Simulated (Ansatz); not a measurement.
# TlCl: lattice vibrations

How does the lattice vibrate, and how do the modes shift with volume? Displacements sample a 2×2×2 mesh. Runs: reference run (LAPW); volume scaled by 0.970 (LAPW); volume scaled by 1.030 (LAPW); mode Grüneisen parameters (LAPW). Companion runs by PAW are cited.

The COD entry's cell or inner coordinates are ideal or old and differ from later refinements, so a difference from it is no clean test against experiment.

Program: Ansatz 0.2.0. Level of theory: DFT LDA, all-electron LAPW, scalar-relativistic unless said. These are calculated values, not measurements.

1 further run of the same task is left out (set aside as unsound or not needed).

**1. The starting structure**

The structure is cubic, space group Pm-3m (No. 221). The conventional cell has a = 3.694 Å, b = 3.694 Å, c = 3.694 Å, α = 90.00°, β = 90.00°, γ = 90.00°. Tl (site symmetry m-3m) is surrounded by 8 Cl at 3.20 Å. Around Cl (site symmetry m-3m) lie 8 Tl at 3.20 Å.

As a file:

```
Tl Cl
1.0
     3.69389    0.00000    0.00000
     0.00000    3.69389    0.00000
     0.00000    0.00000    3.69389
Tl Cl
1 1
Direct
  0.00000 0.00000 0.00000
  0.50000 0.50000 0.50000
```

Cartesian axes are those of the input's lattice vectors. The structure goes back to a database entry.

**2. Reference run, LAPW**

Input file input.yaml:

```yaml
crystal:
  lattice:
    - [3.6938912535, 0.0, 0.0]
    - [0.0, 3.6938912535, 0.0]
    - [0.0, 0.0, 3.6938912535]
  atoms:
    - { symbol: Tl, position: [0.0, 0.0, 0.0] }
    - { symbol: Cl, position: [0.5, 0.5, 0.5] }
kpoints:
  mp_grid: { grid: [6, 6, 6] }
scf:
  occupations: { method: fixed }
hamiltonian:
  xc: lda
  pseudopotentials: { kind: all_electron, lapw: { basis_error: 0.001 } }
phonons:
  qmesh: [2, 2, 2]
  qpath:
    path:
      - [0.0, 0.0, 0.0]
      - [0.0, 0.5, 0.0]
      - [0.5, 0.5, 0.0]
      - [0.0, 0.0, 0.0]
      - [0.5, 0.5, 0.5]
      - [0.0, 0.5, 0.0]
      - [0.5, 0.5, 0.5]
      - [0.5, 0.5, 0.0]
    npoints: 6
  temperatures: { t_min: 0, t_max: 1000, t_step: 100 }
```

The run is started by

```
> ansatz run input.yaml --threads 2 --pin off --max-ram 5120MiB --backend cpu --events-out ev --progress --plain --runs-dir out
```

**3. Volume scaled by 0.970, LAPW**

input.yaml: that of step 2 with these lines changed.

```diff
@@ -2,5 +2,5 @@
   lattice:
-    - [3.6938912535, 0.0, 0.0]
-    - [0.0, 3.6938912535, 0.0]
-    - [0.0, 0.0, 3.6938912535]
+    - [3.65657666945, 0.0, 0.0]
+    - [0.0, 3.65657666945, 0.0]
+    - [0.0, 0.0, 3.65657666945]
   atoms:
```

**4. Volume scaled by 1.030, LAPW**

input.yaml: that of step 3 with these lines changed.

```diff
@@ -2,5 +2,5 @@
   lattice:
-    - [3.65657666945, 0.0, 0.0]
-    - [0.0, 3.65657666945, 0.0]
-    - [0.0, 0.0, 3.65657666945]
+    - [3.73046681291, 0.0, 0.0]
+    - [0.0, 3.73046681291, 0.0]
+    - [0.0, 0.0, 3.73046681291]
   atoms:
```

(Steps that only read results are left out.)

Before running it: what results should come out? Wanted: highest mode on the mesh, without the LO shift; optical modes at Γ.

**Answer**, as computed:

```
                                             quantity          value
highest mode on the mesh, without the LO shift (LAPW)       177 cm⁻¹
                                   optical modes at Γ  63 (T1u) cm⁻¹
             mean Grüneisen parameter at 300 K (LAPW)           4.59
```

What this shows: No mode on the mesh is unstable; the highest lies at 177 cm⁻¹ by LAPW. Weighted by heat capacity at 300 K the mean Grüneisen parameter of the sampled modes is 4.59, which points to expansion on heating. A γ over 10 in size belongs to a mode near zero frequency and has no meaning. Some modes have negative γ and soften under compression. PAW differs from LAPW by at most 0.1 cm⁻¹. Each set of modes is computed in the harmonic approximation. Cautions: no spin-orbit coupling on heavy atoms; a very soft zone-boundary mode, near an instability or sensitive to the mesh.
